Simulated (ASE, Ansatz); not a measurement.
# Void in SrCl2 (90 atoms): geometry optimisation, part 2 of 2

Wanted: the relaxed structure of void in SrCl2 (90 atoms) and its electronic structure.

Ansatz 0.2.0; Kohn-Sham DFT, PBE, PAW (set soft_2), plane waves.

The cell: 30 Sr and 60 Cl. The main run has no spin polarisation. Only the Γ point is sampled, in a cell whose shortest periodic width is 14 Å.

So far. Step 3 (Relaxation): The relaxation changed the energy by -29.8 meV/atom, and atoms moved by 0.21 Å r.m.s., 0.67 Å at most.

### 4. Distances and neighbours after relaxation

Bonds before and after, by the cutoffs listed below:

```
 pair  bonds before  bonds after  mean before (Å)  mean after (Å)  spread before (Å)  spread after (Å)
Cl-Sr           230          228            3.021           3.011              0.031             0.091
```

Density 2.91 g/cm³, 30.19 Å³ an atom.

g(r), total and by pair (bins of 0.2 Å):

```
r (Å)  total  Cl-Cl  Cl-Sr  Sr-Sr
 2.80   0.35   0.00   0.80   0.00
 3.00   5.55   0.00  12.50   0.00
 3.20   0.72   0.00   1.61   0.00
 3.40   1.93   4.13   0.22   0.00
 3.60   1.77   3.89   0.09   0.00
 3.80   0.13   0.30   0.00   0.00
 4.00   0.00   0.00   0.00   0.00
 4.20   0.03   0.07   0.00   0.00
 4.40   0.08   0.19   0.00   0.00
 4.60   0.24   0.48   0.00   0.22
 4.80   2.05   2.89   0.00   6.96
 5.00   2.54   3.67   0.00   8.21
 5.20   0.50   0.90   0.00   0.90
 5.40   0.22   0.10   0.28   0.41
 5.60   1.35   0.15   2.89   0.00
 5.80   3.25   0.53   6.79   0.00
 6.00   1.75   2.00   1.94   0.00
 6.20   0.47   0.89   0.16   0.00
 6.40   0.11   0.22   0.03   0.00
 6.60   0.04   0.06   0.00   0.11
 6.80   0.25   0.31   0.00   0.98
 7.00   0.95   1.54   0.00   2.40
 7.20   0.22   0.14   0.21   0.56
 7.40   0.92   0.24   1.80   0.09
 7.60   2.01   1.13   3.40   0.00
 7.80   2.24   3.92   1.12   0.00
```

Bonds by pair of elements; cutoffs follow the first minimum of g(r), held within bounds set by covalent radii, and pairs that aren't listed don't count as bonded:

```
pair A-B  cutoff (Å)  bonds  mean length (Å)  spread (Å)  shortest (Å)  B about A  A about B
   Cl-Sr        3.52    228             3.01       0.091          2.86        3.8        7.6
```

How many atoms have how many bonded neighbours:

```
element  mean   3   4  6  7   8
     Cl   3.8  12  48  0  0   0
     Sr   7.6   0   0  2  8  20
```

Bond angles, per cent of each kind in bins of 5°:

```
angle (°)  Cl-Sr-Cl  Sr-Cl-Sr
    65–70      14.0       0.0
    70–75      25.6       0.0
    75–80       3.4       0.0
    80–85       0.0       0.0
    85–90       0.0       0.0
    90–95       0.1       0.0
   95–100       1.5       1.2
  100–105       4.6       6.5
  105–110      17.0      55.9
  110–115      13.9      30.2
  115–120       4.9       3.7
  120–125       0.5       0.6
  125–130       0.3       0.6
  130–135       0.0       0.0
  135–140       0.0       1.2
  140–145       0.0       0.0
  145–150       0.0       0.0
  150–155       0.0       0.0
  155–160       0.5       0.0
  160–165       0.0       0.0
  165–170       1.7       0.0
  170–175       4.8       0.0
  175–180       7.3       0.0
```

Bond angles (no mean is given where the spread exceeds 20°):

```
   angle  count  mean (°)  spread (°)
Cl-Sr-Cl    758         -           -
Sr-Cl-Sr    324       110         4.8
```

Bond length by coordination (bonds to H left out):

```
element  coordination  atoms  mean bond length (Å)
     Cl             3     12                  2.94
     Cl             4     48                  3.02
     Sr             6      2                  2.89
     Sr             7      8                  2.97
     Sr             8     20                  3.04
```

First main peaks of g(r), for some of the pairs, lie near 3.50 Å (Cl-Cl), 2.99 Å (Cl-Sr) and 4.86 Å (Sr-Sr). With the cutoffs above, 80 % of Cl atoms have 4 and 67 % of Sr atoms have 8 bonded neighbours. Bonds at Cl atoms with 3 neighbours average 2.94 Å, against 3.02 Å at those with 4.

### 5. Single point at the relaxed geometry

One more single point at the end of the walk gives the fuller output and checks the residual forces.

input.yaml

```yaml
crystal:
  lattice:
    - [13.9534, 0.0, 0.0]
    - [0.0, 13.9534, 0.0]
    - [0.0, 0.0, 13.9534]
  atoms:
    - { symbol: Sr, position: [0.99724, 0.00015, 0.99736] }
    - { symbol: Cl, position: [0.12437, 0.12395, 0.12445] }
    - { symbol: Cl, position: [0.37302, 0.37422, 0.37308] }
    - { symbol: Sr, position: [0.00512, 0.25131, 0.24677] }
    [... 80 atom lines left out ...]
    - { symbol: Cl, position: [0.88546, 0.63321, 0.62208] }
    - { symbol: Cl, position: [0.8831, 0.63628, 0.8831] }
    - { symbol: Cl, position: [0.63563, 0.86665, 0.63569] }
    - { symbol: Sr, position: [0.77421, 0.76381, 0.50848] }
    - { symbol: Cl, position: [0.88767, 0.88424, 0.62974] }
    - { symbol: Cl, position: [0.6221, 0.63319, 0.88536] }
kpoints:
  mp_grid: { grid: [1, 1, 1] }
hamiltonian:
  xc: pbe
scf:
  occupations: { method: fermi_dirac, width: 0.025 }
output:
  forces: true
  stress: true
  populations: true
  dos:
    method: { smearing: { sigma: 0.15 } }
    de: 0.1
    projected: { site_lists: { Cl: [Cl], Sr: [Sr] } }
  eigenvalues: true
  write_density: true
  write_potential: true
  volumetric_format: npy
  elf: true
```

On the command line:

```sh
> ansatz run input.yaml --threads 4 --pin off --max-ram 8192MiB --backend cpu --events-out ev --progress --plain --runs-dir out
```

Numbers of over 12 decimals in the logs are rounded to 6 here.

What it wrote:

```text
[...]
Crystal: 90 atoms, lattice volume = 2716.690 Å³
Basis set: ecut = 420 eV, 52923 PW (Γ), exchange–correlation on 192×192×192 points (8 copies of the dense FFT grid, shifted against one another)
Bands: 450, of which v1, the nominal top of the filled ones, is band 360 counted from 1 (359 counted from 0)
Symmetry: 1 space group operations
[...]
k-points: 1
[...]
SCF iter   1: F=—  HF=-171318.997197 eV  |F-HF|=—  |Δ(HF+E_count)|=         —  Δρ=5.67e-4  dr2=2.36e-2  ethr=1.77e-3  ⟨swp⟩=14.0  Hψ=2896  notcnv=0  defer=2
[...]
SCF iter   8: F=-171319.033495 eV  HF=-171319.033495 eV  |F-HF|=1.75e-8  |Δ(HF+E_count)|=   1.53e-7  Δρ=4.02e-7  dr2=9.18e-9  ethr=1.39e-11  ⟨swp⟩=21.0  Hψ=4306  notcnv=0
SCF 1 converged in 8 iterations: F = -171319.033495 eV  dr2 = 9.18e-9
[...]
WARN: The input density's exchange-correlation potential varies sharply where the density is thin. Do not read a vacuum level from v_tot or v_xc, or from such a field of the output density. On a cell that repeats whose density bears no net charge and no dipole along the vacuum's axis use v_es (v_loc + v_h of the components); [...]
SCF converged after 8 iterations
Free energy (F): -171319.033495 eV
[...]
Internal energy: -171319.033495 eV  (E = F + TS)
E sigma→0 (E₀):  -171319.033495 eV
Fermi energy:    5.119970 eV
[...]
--- Forces (eV/Å), atoms counted from 1 ---
  atom   1  Sr     0.00225920     0.01687194     0.00118527
  atom   2  Cl     0.00007530     0.00091248     0.00083352
  atom   3  Cl    -0.00070894     0.00525524    -0.00099641
  atom   4  Sr     0.00192389    -0.00774223    -0.00385898
  atom   5  Cl     0.00088472     0.00289085     0.00013420
  atom   6  Cl     0.00043187    -0.00014979     0.00118613
  atom   7  Sr    -0.00503686     0.01288173    -0.00406855
  atom   8  Cl     0.00112290     0.00089390     0.00121871
  atom   9  Cl     0.00158704     0.00230572     0.00169139
  atom  10  Sr    -0.00383554    -0.00752495     0.00067844
  atom  11  Cl    -0.00013428     0.00220067     0.00131583
  atom  12  Cl     0.00114597     0.00001208     0.00009492
  atom  13  Sr     0.00074384     0.00743149     0.00149410
  atom  14  Cl    -0.00114135    -0.00036701    -0.00112678
[...]
atom  89  Cl    -0.00197458     0.00273060    -0.00312843
  atom  90  Cl    -0.00148005    -0.00030484    -0.00500125
  max |Σ_I F_I| component: 3.63e-5 eV/Å
--- Stress (GPa, compression-positive) ---
        0.974435       0.042495      -0.032502
        0.042495       0.962842       0.042273
       -0.032502       0.042273       0.974528
  P = ⅓ Tr σ = 0.9706 GPa (9.706 kbar)
--- Band table (eV) ---
[...]
--- Löwdin populations: 90 sites ---
  site symbol       q [e]
     0     Sr      8.3490
     1     Cl      7.7293
     2     Cl      7.7342
[...]
89     Cl      7.7342
  spilling = 0.008090 (of n_electrons = 720.000000)
```

Wall time 50 s (4 threads of Arm Neoverse V2, shared host); peak memory 3.3 GiB; 3.2 min of CPU time.

The program notes that the exchange-correlation potential is rough where the density is thin.

Numbers from this run:

```
free energy                                      : -171319.0335 eV
free energy per atom                             : -1903.5448 eV/atom
SCF cycles                                       : 8
pressure                                         : 0.9706 GPa
r.m.s. force component                           : 0.00378 eV/Å
longest force                                    : 0.01706 eV/Å
Fermi energy                                     : 5.12 eV
gap (highest filled to lowest empty level) : 4.582 eV
spilling of the projection                       : 0.00809
```

Löwdin charges by element and coordination (they lack the spilled electrons, 0.065 e an atom on average):

```
element  coordination  atoms  mean charge (e)  spread   least    most
     Cl           all     60           -0.732  0.0047  -0.746  -0.725
     Cl             3     12           -0.737  0.0051  -0.746  -0.729
     Cl             4     48           -0.731  0.0036  -0.739  -0.725
     Sr           all     30             1.66  0.0089    1.65    1.69
     Sr             6      2             1.69       0    1.69    1.69
     Sr             7      8             1.66  0.0044    1.66    1.67
     Sr             8     20             1.65   0.002    1.65    1.66
```

Density of states as counts of states in windows of 1 eV (from the Fermi level), total and the larger projections:

```
from (eV)  to (eV)  total   Cl p
      -10       -6    0.0    0.0
       -6       -5   18.5   16.5
       -5       -4  147.2  139.3
       -4       -3  142.3  138.6
       -3       -2   52.1   51.3
       -2        2    0.0    0.0
        2        3    7.5    0.1
        3        4   71.8    0.9
```

Between -26 and -10 eV lie 300 more states.

The stored curve holds about 660 of the 720 electrons; the rest, give or take the few that broadening carries across the Fermi level, lie in deeper levels below its range.

The levels nearest the highest filled one (over half full), pooled over k-points and spins:

```
level less the highest filled one (eV)  occupation
                                -0.336           2
                                -0.316           2
                                -0.240           2
                                -0.196           2
                                -0.140           2
                                     0           2
                                  4.58           0
                                  5.22           0
                                  5.22           0
                                  5.24           0
                                  5.32           0
                                  5.45           0
```

ELF in the ac plane at fractional y = 0.505, through the centre, with atoms of Sr within 0.45 Å of it. It is the smooth field of the valence electrons, not physical close to the nuclei.

Ten even steps from '0' (0.00) to '9' (0.84), each cell a mean:
```
698200000000000039956982000000000002896
862000000000000003899620000000000000268
100011100000000000011000000000000000000
000011001220001100000000000000000000000
000000148997200100000000000000000000000
000000399679710000000000000000000000000
000000279899710000000000000000000000000
000000014675100110000000000000000000000
000000000000012321100000000000000000000
210000000000012221100000000000000000012
984000000000000000000000000000000000489
598200000000000000000000000000000003994
897100000000000000000000100000000002897
741000000000000000000002221000000000257
000000000000000000000012321000011100000
000000001331000000000001210011000000000
000000048998510000000000001588751000000
000000289538940000000000005997896000000
000000169879830000000000003997995000000
000000014775200000000000000378741000000
000000000000000000000000000000000111000
100000000000000000010000000000000110001
973000000000000002688620000000000000379
599300000000000038967982000000000002895
```
Columns run along a (14.0 Å), rows up along c (14.0 Å). Atoms in or near the plane, at fractional coordinates: Sr at (0.99, 0.99), Sr at (0.25, 0.25), Sr at (0.99, 0.50), Sr at (0.24, 0.75), Sr at (0.50, 0.99), Sr at (0.75, 0.24).

Electrostatic potential energy in the ac plane at fractional y = 0.505, through the centre, with atoms of Sr within 0.45 Å of it. With pseudopotentials it is smooth inside the atoms' cores, unlike the true potential.

Ten even steps from '0' (-73 eV) to '9' (11 eV), each cell a mean:
```
026899999999999986100278999999999998720
678999999999999998756789999999999999876
999999999999999999999999999999999999999
999999999889999999999999999999999999999
999999986457899999999999999999999999999
999999861003789999999999999999999999999
999999873115899999999999999999999999999
999999988778999999999999999999999999999
999999999999999999999999999999999999999
899999999999999999999999999999999999998
468999999999999999999999999999999999864
017899999999999999999999999999999998610
147899999999999999999999999999999998730
789999999999999999999999999999999999887
999999999999999999999999999999999999999
999999999889999999999999999999999999999
999999986446899999999999999876688999999
999999872001689999999999998610058999999
999999974103789999999999998610158999999
999999998778899999999999999876789999999
999999999999999999999999999999999999999
999999999999999999999999999999999999999
578999999999999998766789999999999999876
016899999999999986200378999999999998720
```
Columns run along a (14.0 Å; values clipped at the 3rd and 97th percentile), rows up along c (14.0 Å). Atoms in or near the plane, at fractional coordinates: Sr at (0.99, 0.99), Sr at (0.25, 0.25), Sr at (0.99, 0.50), Sr at (0.24, 0.75), Sr at (0.50, 0.99), Sr at (0.75, 0.24).

Mean Löwdin charges: Cl -0.73, Sr +1.66 e (they miss 0.81 % of the electrons, so they add up to more than the cell's charge).

Local excerpt of 8 atoms (numbers count through the whole input) about the centre named in the set-up; x, y, z are measured from there.

```
atom      x      y      z  distance (Å)  bonds  Löwdin charge (e)
Cl23  -2.09  -1.87   1.42          3.14      3              -0.74
Cl52   1.46  -1.87  -2.12          3.18      3              -0.74
Cl32  -2.18   1.76  -2.22          3.57      3              -0.74
 Cl3  -2.17  -1.83  -2.20          3.59      3              -0.73
Sr63  -0.54  -3.63   3.18          4.85      7               1.67
Sr68   3.21  -3.63  -0.58          4.88      7               1.67
Sr83  -0.28   3.61   3.40          4.96      6               1.69
Sr88   3.43   3.61  -0.31          4.99      6               1.69
```

The column of bonds counts only the pairs Cl-Sr within 3.52 Å; other neighbours, such as metal atoms beside each other in a compound, aren't counted, and periodic images can show an atom twice.

### 6. Outcome

```yaml
energy_change_in_the_relaxation: -29.81 meV/atom
r_m_s_displacement: 0.207 Å
largest_displacement: 0.667 Å
free_energy_per_atom: -1903.5448 eV/atom
density: 2.907 g/cm³
pressure: 0.9706 GPa
r_m_s_force_component: 0.00378 eV/Å
spacing_of_highest_filled_and_lowest_empty_level: 4.582 eV
wall_time_of_the_3_dft_runs: 3.7 min
```

Relaxation lowers the energy by 29.8 meV/atom and moves atoms by 0.21 Å r.m.s.; the r.m.s. force component goes from 0.29 to 0.0038 eV/Å, the pressure goes from 0.58 to 0.97 GPa, and the gap from 2.42 to 4.58 eV. By the final cutoffs 2 of 230 bonded pairs parted and 0 joined. From the first step to the last the energy fell by 2.683 eV, and the largest move was 0.67 Å (Cl75, with 1 other atom within 2 % of it). Judged within 0.08 Å, the space group went from P1 to Cm. The Cl-Sr bonds go from 3.021 Å (spread 0.031) to 3.011 Å (spread 0.091), and their number from 230 to 228. With the cutoffs above, 80 % of Cl atoms have 4 and 67 % of Sr atoms have 8 bonded neighbours. The highest filled and lowest empty levels differ by 4.58 eV at Γ alone; the mesh holds the band edges only if they fold onto it, so the gap at this level can be narrower or closed, while semilocal functionals tend to narrow gaps against experiment.

[Logs are printed without paths, hosts, clocks, repeated set-up lines and the standing remarks that a program may print on its own settings, such as how far it seeks lower states.]

[Hosts, paths, dates, database ids (printed as entryN), source tags and the programs' standing remarks are cut or masked in the printed files.]
